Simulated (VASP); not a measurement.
Write the native input for VASP 6.6.1 that does the following.

```yaml
Task: single point
Functional: r2SCAN
Potentials_or_basis: VASP PAW PBE potentials, release 64 (Si, O, H)
Cutoff: 450 eV
k_mesh: 1 × 1 × 1
Occupations: gaussian, width 0.02 eV
Spin: no spin polarisation
Further_INCAR_settings: ALGO = Normal; EDIFF = 1e-06; NBANDS = 236
```

The structure of Si12HO24 (a cell with a defect) lies in POSCAR:

```
Si12HO24
1.0
    9.8316000000      0.0000000000      0.0000000000
   -4.9158000000      8.5144153600      0.0000000000
    0.0000000000      0.0000000000     10.8182000000
Si O H
24 48 2
Direct
    0.2709099100      0.0094391800      0.1655027100
    0.9985581900      0.2592514300      0.3363694500
    0.2293313700      0.2350352900      0.9973888100
    0.2536999600      0.9943798200      0.6857301500
    0.9943088900      0.2605859300      0.8263963100
    0.2083269900      0.1946535800      0.5153311300
    0.2621491600      0.4975911800      0.1718615900
    0.0071092300      0.7712372900      0.3283148600
    0.2235410900      0.7272896200      0.0054956200
    0.2669434400      0.4925265000      0.6593211300
    0.9964925600      0.7555626100      0.8443723300
    0.2341662800      0.7379975200      0.4999615600
    0.7679183600      0.0027725800      0.1637768200
    0.5150453800      0.2909717700      0.3263891900
    0.7354828800      0.2356065700      0.9947544900
    0.7500254000      0.9945486100      0.6643177100
    0.4988791700      0.2694374300      0.8323993700
    0.7270726000      0.2340685100      0.4992150500
    0.7874783800      0.5096747300      0.1573528400
    0.5014811400      0.7712337700      0.3306460800
    0.7306058600      0.7321122000      0.9989357800
    0.7689976800      0.5017534200      0.6662599300
    0.4892422100      0.7549201000      0.8332459800
    0.7359702800      0.7334614600      0.4949275200
    0.0585994900      0.1851775900      0.4426589500
    0.2910020100      0.3666465000      0.1058264000
    0.1398598500      0.4267424900      0.2869976000
    0.2009835100      0.0720170000      0.0577487200
    0.4066298400      0.3704627500      0.3615348300
    0.4326514900      0.1539250100      0.2217404800
    0.0637104000      0.2018104000      0.9379856800
    0.2961209500      0.3602216000      0.5945064100
    0.1329963000      0.4206365700      0.7662825000
    0.1440959400      0.0534628100      0.6192837800
    0.3618947100      0.2974696100      0.8889306100
    0.4273668200      0.1382933600      0.7227606500
    0.0698422700      0.7005748600      0.4356703700
    0.2976032600      0.8725800500      0.1047948800
    0.1459163000      0.9395625000      0.2791979800
    0.1925934700      0.5656927500      0.0691771200
    0.3725483100      0.8040633200      0.3955902100
    0.4281822600      0.6421691300      0.2206537200
    0.0484628800      0.6811712500      0.9565332700
    0.2831508900      0.8721161200      0.6050312400
    0.1573768100      0.9148317700      0.8113722100
    0.2107464500      0.5753019700      0.5568150000
    0.3464649500      0.7730380600      0.8905284800
    0.4297587500      0.6246495600      0.7230592100
    0.5674995200      0.2199689900      0.4418414100
    0.8114747800      0.3713264800      0.0999751300
    0.6741022500      0.4415287100      0.2761049300
    0.7048024300      0.0708391800      0.0544039400
    0.8598764000      0.2853916600      0.3919929700
    0.9337635900      0.1388796900      0.2191445800
    0.5688786300      0.2097478700      0.9432799200
    0.7969424800      0.3651871000      0.6090898100
    0.6362505700      0.4334820500      0.7744881600
    0.6856066900      0.0652798700      0.5578710000
    0.8594873700      0.2928012300      0.8810256900
    0.9165469200      0.1276861800      0.7199152000
    0.5689396300      0.6934002000      0.4307230900
    0.7919415500      0.8629271600      0.1084292300
    0.6399768800      0.9359748100      0.2761740900
    0.7067804900      0.5682967600      0.0547796900
    0.8688771100      0.7964578400      0.3870153500
    0.9505596500      0.6538900700      0.2097545600
    0.5644435100      0.7011425300      0.9437322700
    0.7805881900      0.8618020400      0.6029322100
    0.6206643000      0.9221698500      0.7749832700
    0.7103227700      0.5713318500      0.5546426500
    0.8615482000      0.7938688900      0.8892565300
    0.9332905500      0.6387354700      0.7249986100
    0.4780789300      0.4995584400      0.3849401800
    0.2926452400      0.1351483600      0.4422009000
```

One way to write it, as run:

INCAR

```
PREC     = Accurate       # precision mode
ENCUT    = 450            # plane-wave cutoff, eV
EDIFF    = 1E-6           # SCF threshold, eV
ISMEAR   = 0              # smearing method
SIGMA    = 0.02           # smearing width, eV
LREAL    = F              # projectors in reciprocal space
LASPH    = T              # aspherical terms in the spheres
NELM     = 60             # most SCF steps
ALGO     = Normal         # electronic algorithm
ISIF     = 2              # what is computed and relaxed
LWAVE    = F              # write WAVECAR
LCHARG   = F              # write CHGCAR
METAGGA  = R2SCAN         # meta-GGA
LMIXTAU  = T            
NBANDS   = 236            # bands
```

KPOINTS

```
Automatic mesh
0
Gamma
  1 1 1
```

Potentials or basis: VASP PAW PBE potentials, release 64 (Si, O, H).

Run with:

```sh
$ cat potpaw_PBE.64/Si/POTCAR potpaw_PBE.64/O/POTCAR potpaw_PBE.64/H/POTCAR > POTCAR
$ mpirun -np 1 vasp_std > vasp.out
```

It gave:

```
Largest force          : 3.857 eV/Å
Band gap on the k mesh : 5.78 eV, direct
```

Caveat: the PAW data sets were made with another functional, which shifts forces and pressure a little.

It took 30 min on 1 thread of Intel(R) Xeon(R) Platinum 8488C (Sapphire Rapids) (shared host), peak memory 0.91 GiB.
